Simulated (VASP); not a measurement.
# AlAs in VASP: work function with LDA

Aim: the work function of AlAs with LDA.

Program: VASP 6.6.1. These are calculated values, not measurements. Logs are shortened: lines on timing, memory, paths and dates and some standing lists are left out, and cuts for length are marked.

## Step 1: Starting point

The cell holds a slab with vacuum, 4 atoms: a = 5.661 Å, b = 4.003 Å, c = 12.001 Å, α = 90.00°, β = 90.00°, γ = 90.00°.

## Step 2: Work function, LDA

File INCAR:

```
ALGO     = Fast           # electronic algorithm
DIPOL    = 0.5 0.5 0.500
EDIFF    = 1E-7           # SCF threshold, eV
ENCUT    = 300            # plane-wave cutoff, eV
IDIPOL   = 3            
ISIF     = 2              # what is computed and relaxed
ISMEAR   = 0              # smearing method
KPAR     = 2            
LASPH    = T              # aspherical terms in the spheres
LCHARG   = T              # write CHGCAR
LDIPOL   = T            
LREAL    = F              # projectors in reciprocal space
LVACPOTAV= T            
LVHAR    = T            
LWAVE    = F              # write WAVECAR
NELM     = 100            # most SCF steps
PREC     = Accurate       # precision mode
SIGMA    = 0.05           # smearing width, eV
```

File KPOINTS:

```
k-points
0
Gamma
  4 4 1
```

File POSCAR:

```
AlAs
1.0
    5.6608000000      0.0000000000      0.0000000000
    0.0000000000      4.0027900670      0.0000000000
    0.0000000000      0.0000000000     12.0013950350
Al As
2 2
Direct
    0.5000000000      0.5000000000      0.4166182336
    0.0000000000      0.0000000000      0.5833817664
    0.7500000000      0.0000000000      0.4166182336
    0.2500000000      0.5000000000      0.5833817664
```

Potentials or basis: VASP PAW LDA potentials, release 64 (Al, As).

Run with:

```
$ cat potpaw_LDA.64/Al/POTCAR potpaw_LDA.64/As/POTCAR > POTCAR
$ mpirun -np 2 vasp_std > vasp.out
```

OUTCAR:

```text
EDIFF = 1E-7
   ENCUT = 300
   ISIF = 2
   ISMEAR = 0
   LASPH = T
   LREAL = F
   NELM = 100
   PREC = Accurate

 ion  position               nearest neighbor table
   1  0.500  0.500  0.417-   3 2.45   3 2.45   4 2.45
   2  0.000  0.000  0.583-   4 2.45   4 2.45   3 2.45
   3  0.750  0.000  0.417-   1 2.45   1 2.45   2 2.45
   4  0.250  0.500  0.583-   2 2.45   2 2.45   1 2.45

  LATTYP: Found a simple orthorhombic cell.
 ALAT       =     4.0027900670
 B/A-ratio  =     1.4142135624
 C/A-ratio  =     2.9982574240

  Lattice vectors:

 A1 = (   0.0000000000,  -4.0027900670,   0.0000000000)
 A2 = (   5.6608000000,   0.0000000000,   0.0000000000)
 A3 = (   0.0000000000,   0.0000000000,  12.0013950350)

Analysis of symmetry for initial positions (statically):
=====================================================================
 Subroutine PRICEL returns:
 Original cell was already a primitive cell.

 Routine SETGRP: Setting up the symmetry group for a
 simple orthorhombic supercell.

 Subroutine GETGRP returns: Found  4 space group operations
 (whereof  2 operations were pure point group operations)
 out of a pool of  8 trial point group operations.

The static configuration has the point symmetry C_1h.
 The point group associated with its full space group is C_2v.

Analysis of symmetry for dynamics (positions and initial velocities):
=====================================================================
 Subroutine PRICEL returns:
 Original cell was already a primitive cell.

 Routine SETGRP: Setting up the symmetry group for a
 simple orthorhombic supercell.

 Subroutine GETGRP returns: Found  4 space group operations
 (whereof  2 operations were pure point group operations)
 out of a pool of  8 trial point group operations.

The dynamic configuration has the point symmetry C_1h.
 The point group associated with its full space group is C_2v.

 Subroutine INISYM returns: Found  4 space group operations
 (whereof  2 operations are pure point group operations),
 and found     1 'primitive' translations

----------------------------------------------------------------------------------------

                                     Primitive cell

  volume of cell :     271.9395

  direct lattice vectors                    reciprocal lattice vectors
     5.660800000  0.000000000  0.000000000     0.176653477  0.000000000  0.000000000
     0.000000000  4.002790067  0.000000000     0.000000000  0.249825742  0.000000000
     0.000000000  0.000000000 12.001395035     0.000000000  0.000000000  0.083323647

  length of vectors
     5.660800000  4.002790067 12.001395035     0.176653477  0.249825742  0.083323647

  position of ions in fractional coordinates (direct lattice)
     0.500000000  0.500000000  0.416618234
     0.000000000  0.000000000  0.583381766
     0.750000000  0.000000000  0.416618234
     0.250000000  0.500000000  0.583381766

  ion indices of the primitive-cell ions
   primitive index   ion index
                 1           1
                 2           2
                 3           3
                 4           4

----------------------------------------------------------------------------------------

 KPOINTS: k-points

Automatic generation of k-mesh.
 Grid dimensions read from file:
 generate k-points for:    4    4    1

 Generating k-lattice:

  Cartesian coordinates                     Fractional coordinates (reciprocal lattice)
     0.044163369  0.000000000  0.000000000     0.250000000  0.000000000  0.000000000
     0.000000000  0.062456436  0.000000000     0.000000000  0.250000000  0.000000000
     0.000000000  0.000000000  0.083323647     0.000000000  0.000000000  1.000000000

  Length of vectors
     0.044163369  0.062456436  0.083323647

  Shift w.r.t. Gamma in fractional coordinates (k-lattice)
     0.000000000  0.000000000  0.000000000

 Subroutine IBZKPT returns following result:
 ===========================================

 Found      9 irreducible k-points:

 Following reciprocal coordinates:
            Coordinates               Weight
  0.000000  0.000000  0.000000      1.000000
  0.250000  0.000000  0.000000      2.000000
  0.500000  0.000000  0.000000      1.000000
  0.000000  0.250000  0.000000      2.000000
  0.250000  0.250000  0.000000      4.000000
  0.500000  0.250000  0.000000      2.000000
  0.000000  0.500000  0.000000      1.000000
  0.250000  0.500000  0.000000      2.000000
  0.500000  0.500000  0.000000      1.000000
   k-points           NKPTS =      9   k-points in BZ     NKDIM =      9   number of bands    NBANDS=     12
   number of dos      NEDOS =    301   number of ions     NIONS =      4
   total plane-waves  NPLWV =  53760
   dimension x,y,z NGX =    32 NGY =   24 NGZ =   70
   dimension x,y,z NGXF=    64 NGYF=   48 NGZF=  140
   ions per type =               2   2
   NGX,Y,Z   is equivalent  to a cutoff of   9.40,  9.97,  9.70 a.u.
   NGXF,Y,Z  is equivalent  to a cutoff of  18.80, 19.94, 19.39 a.u.
 SYSTEM =  unknown system
   PREC   = accura    normal or accurate (medium, high low for compatibility)
   ISTART =      0    job   : 0-new  1-cont  2-samecut
   ICHARG =      2    charge: 1-file 2-atom 10-const
   ISPIN  =      1    spin polarized calculation?
   LNONCOLLINEAR =      F non collinear calculations
   LSORBIT =      F    spin-orbit coupling
   LASPH  =      T    aspherical Exc in radial PAW
   ENCUT  =  300.0 eV  22.05 Ry    4.70 a.u.   7.99  5.65 16.95*2*pi/ulx,y,z
   NELM   =    100;   NELMIN=  2; NELMDL= -5     # of ELM steps
   EDIFF  = 0.1E-06   stopping-criterion for ELM
   LREAL  =      F    real-space projection
   EDIFFG = 0.1E-05   stopping-criterion for IOM
   NSW    =      0    number of steps for IOM
   IBRION =     -1    ionic relax: 0-MD 1-quasi-New 2-CG
   NFREE  =      0    steps in history (QN), initial steepest desc. (CG)
   ISIF   =      2    stress and relaxation
   ISYM   =      2    0-nonsym 1-usesym 2-fastsym
   POTIM  = 0.5000    time-step for ionic-motion
   TEBEG  =    0.0;   TEEND  =   0.0 temperature during run
   PSTRESS=    0.0 pullay stress
   NELECT =      16.0000    total number of electrons
   NUPDOWN=      -1.0000    fix difference up-down
   EMIN   =  10.00;   EMAX   =-10.00  energy-range for DOS
   EFERMI =   0.00;   METHOD = LEGACY
   ISMEAR =     0;   SIGMA  =   0.05  broadening in eV -4-tet -1-fermi 0-gaus
   EFERMI_NEDOS =   21; number of points for ismear=-14 and -15
   IALGO  =     68    algorithm
   IMIX   =      4    mixing-type and parameters
     AMIX     =   0.40;   BMIX     =  1.00
     AMIX_MAG =   1.60;   BMIX_MAG =  1.00
  volume/ion in A,a.u.               =      67.98       458.78
  Fermi-wavevector in a.u.,A,eV,Ry     =   0.636733  1.203251  5.516196  0.405429
  Thomas-Fermi vector in A             =   1.701502
   LORBIT       =      0    0 simple, 1 ext, 2 COOP (PROOUT), +10 PAW based schemes
   GGA     = CA    functional components
   LHFCALC =     F    Hartree Fock is set to
   AEXX    =    0.0000 exact exchange contribution
   IVDW    =     0    specifies the selected vdW correction
   LEPSILON=     F    determine dielectric tensor
   LRPA    =     F    only Hartree local field effects (RPA)
 non-spin polarized calculation
 RMM-DIIS sequential band-by-band and
 Gauss-broadening in eV      SIGMA  =   0.05
  energy-cutoff  :      300.00
  volume of cell :      271.94
 maximum number of plane-waves:      3224
 NGX is ok and might be reduce to    32
   NGX = 15   NGY = 11   NGZ = 33

 number of electron      16.0000005 magnetization

 dipolmoment           0.000000      0.000000     -0.000000 electrons x Angstroem

 Free energy of the ion-electron system (eV)
  ---------------------------------------------------
  ext. energy  EPLUGINS =         0.00000000
  ---------------------------------------------------
  free energy    TOTEN  =       -17.67103686 eV

  energy without entropy =      -17.67103686  energy(sigma->0) =      -17.67103686

 E-fermi :  -1.8307     XC(G=0):  -4.3980

 val. band max:       -2.0838125448   @ k =   0.0000   0.0000   0.0000
 cond. band min:      -0.8890373205   @ k =   0.0000   0.0000   0.0000
 fundamental gap:      1.1947752243
 Fermi energy:        -1.8306861144

 k-point     1 :       0.0000    0.0000    0.0000
  band No.  band energies     occupation
      1     -12.8219      2.00000
      2     -11.6358      2.00000
      3      -6.5555      2.00000
      4      -4.1979      2.00000
      5      -3.4835      2.00000
      6      -3.2656      2.00000
      7      -3.2129      2.00000
      8      -2.0838      2.00000
      9      -0.8890      0.00000
     10       0.5814      0.00000
     11       0.7000      0.00000
     12       1.9877      0.00000

 k-point     2 :       0.2500    0.0000    0.0000
  band No.  band energies     occupation
      1     -12.6721      2.00000
      2     -11.8376      2.00000
      3      -6.4289      2.00000
      4      -4.9777      2.00000
      5      -3.1154      2.00000
      6      -2.9865      2.00000
      7      -2.6800      2.00000
      8      -2.2832      2.00000
      9      -0.5705      0.00000
     10      -0.1209      0.00000
     11       0.9294      0.00000
     12       1.4497      0.00000
[... 76 lines left out ...]
 k-point     8 :       0.2500    0.5000    0.0000
  band No.  band energies     occupation
      1     -11.6570      2.00000
      2     -11.6570      2.00000
      3      -6.7379      2.00000
      4      -6.7379      2.00000
      5      -3.9594      2.00000
      6      -3.9594      2.00000
      7      -2.6774      2.00000
      8      -2.6774      2.00000
      9      -0.4473      0.00000
     10      -0.4473      0.00000
     11       1.4779      0.00000
     12       1.4779      0.00000

 k-point     9 :       0.5000    0.5000    0.0000
  band No.  band energies     occupation
      1     -11.6334      2.00000
      2     -11.6334      2.00000
      3      -6.8533      2.00000
      4      -6.8533      2.00000
      5      -3.7309      2.00000
      6      -3.7309      2.00000
      7      -3.1062      2.00000
      8      -3.1062      2.00000
      9      -0.2124      0.00000
     10      -0.2124      0.00000
     11       2.2872      0.00000
     12       2.2872      0.00000

------------------------ aborting loop because EDIFF is reached ----------------------------------------

  FORCE on cell =-STRESS in cart. coord.  units (eV):
  Direction    XX          YY          ZZ          XY          YZ          ZX
  --------------------------------------------------------------------------------------
  -------------------------------------------------------------------------------------
  Total       -2.9297659     -1.8964373     -1.7172856      0.0000000      0.0000000      0.0000000
  in kB      -17.2612065    -11.1731778    -10.1176756      0.0000000      0.0000000      0.0000000
  external PRESSURE =     -12.8506867 kB  Pullay stress =       0.0000000 kB

 VOLUME and BASIS-vectors are now :
 -----------------------------------------------------------------------------
  energy-cutoff  :      300.00
  volume of cell :      271.94
      direct lattice vectors                 reciprocal lattice vectors
     5.660800000  0.000000000  0.000000000     0.176653477  0.000000000  0.000000000
     0.000000000  4.002790067  0.000000000     0.000000000  0.249825742  0.000000000
     0.000000000  0.000000000 12.001395035     0.000000000  0.000000000  0.083323647

 POSITION                                       TOTAL-FORCE (eV/Angst)
 -----------------------------------------------------------------------------------
      2.83040      2.00140      5.00000         0.445997      0.000000      1.202106
      0.00000      0.00000      7.00140         0.445997      0.000000     -1.202106
      4.24560      0.00000      5.00000        -0.445997      0.000000     -0.357290
      1.41520      2.00140      7.00140        -0.445997      0.000000      0.357290
 -----------------------------------------------------------------------------------
    total drift:                                0.000001      0.000000      0.000000

  FREE ENERGIE OF THE ION-ELECTRON SYSTEM (eV)
  ---------------------------------------------------
  free  energy   TOTEN  =       -17.6710368594 eV

  energy  without entropy=      -17.6710368594  energy(sigma->0) =      -17.67103686

 vacuum level on the upper side and lower side of the slab         2.884         2.884
```

Run time: 14 s. Hardware: 2 MPI ranks of Intel Xeon Platinum 8488C (Sapphire Rapids), shared host; peak memory 0.17 GiB.

Results:

| Item | Value |
| --- | --- |
| Free energy | -17.6710 eV |
| Largest force | 1.282 eV/Å |
| Band gap on the k mesh | 1.19 eV, direct |
| Ionisation potential of the upper face | 4.97 eV |

Forces in eV/Å, atoms in the order of the input:
```
Al   0.446  0.000  1.202
Al   0.446  0.000 -1.202
As  -0.446  0.000 -0.357
As  -0.446  0.000  0.357
```

Levels at points of the mesh, in eV from the valence-band top:
```csv
k point,band 4,band 5,band 6,band 7,band 8,band 9,band 10,band 11,band 12
"(0.00, 0.00, 0.00)",-2.11,-1.40,-1.18,-1.13,0.00,1.19,2.67,2.78,4.07
"(0.50, 0.00, 0.00)",-3.82,-0.64,-0.64,-0.21,-0.21,1.38,1.38,3.41,3.41
"(0.00, 0.50, 0.00)",-4.54,-1.96,-1.96,-0.29,-0.29,1.32,1.32,3.35,3.35
"(0.50, 0.50, 0.00)",-4.77,-1.65,-1.65,-1.02,-1.02,1.87,1.87,4.37,4.37
```

Expect the measured gap to be larger: semilocal functionals such as LDA lack the derivative discontinuity.
